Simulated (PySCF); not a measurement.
Here is a PySCF 2.14.0 calculation.

The input run.py:

```python
import json
import numpy as np
from pyscf.pbc import gto, scf, dft, df

cell = gto.Cell()
cell.basis = 'DZVP-MOLOPT-HYB-GTH-q9'
cell.pseudo = 'GTH-HYB-q9'
cell.fromfile('Rb.xyz')
cell.ke_cutoff = 204  # hartree
cell.exp_to_discard = 0.02
cell.precision = 1e-08
cell.max_memory = 5040  # MB
cell.verbose = 4
cell.build()

res = {}
kpts = cell.make_kpts([2, 2, 2])
mf = dft.KRKS(cell, kpts, xc='r2scan')
mf = mf.density_fit()
mf.with_df._cderi = 'cderi.h5'  # three-centre integrals saved by an earlier run on this cell, basis and mesh
mf = mf.smearing(sigma=0.00183747, method='fermi')  # hartree
mf.conv_tol = 1e-07
mf.max_cycle = 60

mf.kernel()
res.update(converged=bool(mf.converged), e_tot=mf.e_tot, nelec=cell.nelectron, nao=cell.nao, mesh=list(map(int, cell.mesh)), a=cell.lattice_vectors().tolist(), coords=cell.atom_coords().tolist(),
           mo_energy=[np.real(x).tolist() for x in mf.mo_energy], mo_occ=[np.real(x).tolist() for x in mf.mo_occ])
res.update(e_free=mf.e_free, e_zero=mf.e_zero)
res.update(kpts=cell.get_scaled_kpts(kpts).tolist())
res['parts'] = {k: float(np.real(v)) for k, v in mf.scf_summary.items() if np.isscalar(v)}
json.dump(res, open('results.json', 'w'))
if not mf.converged:
    raise SystemExit('SCF not converged')

print('levels (eV)')
for i, kp in enumerate(res['kpts'][:40]):
    print('k %7.4f %7.4f %7.4f  ' % tuple(kp), ' '.join('%.3f' % (x * 27.211386) for x in res['mo_energy'][i][:10]))

# Mulliken populations
dm, s = np.asarray(mf.make_rdm1()), np.asarray(mf.get_ovlp())
sites = cell.aoslice_by_atom()[:, 2:]
tot = np.einsum('kij,kji->i', dm, s).real / len(kpts)
res['mulliken'] = [cell.atom_charge(i) - tot[a0:a1].sum() for i, (a0, a1) in enumerate(sites)]
print('Mulliken charges', np.round(res['mulliken'], 5))
res['meta_lowdin'] = mf.mulliken_meta()[1].tolist()
res['done'] = True
json.dump(res, open('results.json', 'w'))
```

Contents of Rb.xyz:

```xyz
1
Lattice="-2.8025000000 2.8025000000 2.8025000000 2.8025000000 -2.8025000000 2.8025000000 2.8025000000 2.8025000000 -2.8025000000" Properties=species:S:1:pos:R:3 pbc="T T T"
Rb     0.0000000000      0.0000000000      0.0000000000
```

Potentials or basis: DZVP-MOLOPT-HYB/GTH-HYB (UZH) (potentials made for PBE0).

The run is started by

```sh
$ OMP_NUM_THREADS=4 python -u run.py > log
```

What does it give for the band gap on the k mesh?

None (metal or under the smearing width).

Caveat: the k mesh is coarse (spacing up to 0.79 Å⁻¹), so the values aren't converged; the default atom-centred grid shifts energies of crystals by up to some 10 meV an atom and pressures by some 0.5 GPa; the basis of atomic orbitals isn't converged, which shifts pressures, moduli and gaps.
